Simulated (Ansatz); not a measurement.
α-quartz-type GeO2 (metastable phase), treated with r²SCAN-D4 in Ansatz (PAW).

Settings: plane-wave cutoff 560 eV, 12×12×6 k mesh (along the axes of the cell as run), Fermi–Dirac smearing 0.01 eV, scalar-relativistic PAW data made under PBE.

Results at a series of volumes:

```
V (Å³/atom)  E − E_lowest (meV/atom)  P (GPa)
-----------  -----------------------  -------
12.786                          2.92    1.815
13.053                          0.70    0.864
13.319                          0.00   -0.004
13.585                          0.67   -0.794
13.852                          2.60   -1.516
```

Estimate the bulk modulus from the pressures at 13.053 and 13.585 Å³/atom, and compare it with a fit to all energies.

B = −V dP/dV. Between V = 13.053 and 13.585 Å³/atom, dP/dV = (-0.794 − (0.864))/(13.585 − 13.053) = -3.12 GPa per Å³/atom; at the midpoint 13.319 Å³/atom this gives B ≈ 41.5 GPa. The third-order Birch–Murnaghan fit gives V0 = 13.318 Å³/atom, B0 = 41.5 GPa, B′ = 3.7, which lies within 1 % of that estimate.

Shape and atoms are relaxed at each volume.

Measured, for comparison: bulk modulus 42 GPa (room temperature, not corrected to a static lattice, from measured elastic constants; as tabulated in Sevik and Bulutay (2007), arXiv:cond-mat/0610176). Computed (rounded) less measured: bulk modulus -1 %.

Note: the bulk modulus comes from volumes at which shape and atoms were relaxed.

Computed values are for the static lattice.

Ansatz is a quantum-chemistry and plane-wave program.
